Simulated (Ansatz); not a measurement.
Bands of Si

```yaml
crystal:
  lattice:
    - [0.00000, 2.71547, 2.71547]
    - [2.71547, 0.00000, 2.71547]
    - [2.71547, 2.71547, 0.00000]
  atoms:
    - { symbol: Si, position: [0.50000, 0.50000, 0.50000] }
    - { symbol: Si, position: [0.75000, 0.75000, 0.75000] }
```

Atoms are numbered in the order listed.

The structure is an experimental refinement, used without relaxation.

All numbers below come from DFT, PBE, all-electron LAPW, scalar-relativistic in Ansatz 0.2.0.

Sampling and basis: a Γ-centred 11×11×11 k mesh, Fermi–Dirac smearing of 0.08 eV, basis error target 0.25 meV/atom, no spin polarisation.

Points in fractions of the reciprocal vectors of this cell: Γ (0, 0, 0), X (0.5, 0, 0.5), U (0.625, 0.25, 0.625), K (0.375, 0.375, 0.75), L (0.5, 0.5, 0.5), W (0.5, 0.25, 0.75). The path joins them by straight lines in the order Γ–X–U–K–Γ–L–W–X; legs that retrace an earlier one aren't tabulated. Energies are in eV from the top of the valence band.

Problem. Is there a gap, and where are the band edges?

Solution. 0.58 eV, indirect from Γ to the line Γ–X (0.5, 0, 0.5).

Problem. List the levels between -5 and 2.5 eV at the symmetry points.

Solution. 
Γ: 0.00 (×3)
X: -2.85 (×2), 0.71 (×2)
U: -4.30, -2.42, 1.21
K: -4.30, -2.42, 1.21
L: -1.20 (×2), 1.53
W: -3.85 (×2)

Kohn–Sham gaps of semilocal functionals usually fall short of measured ones.
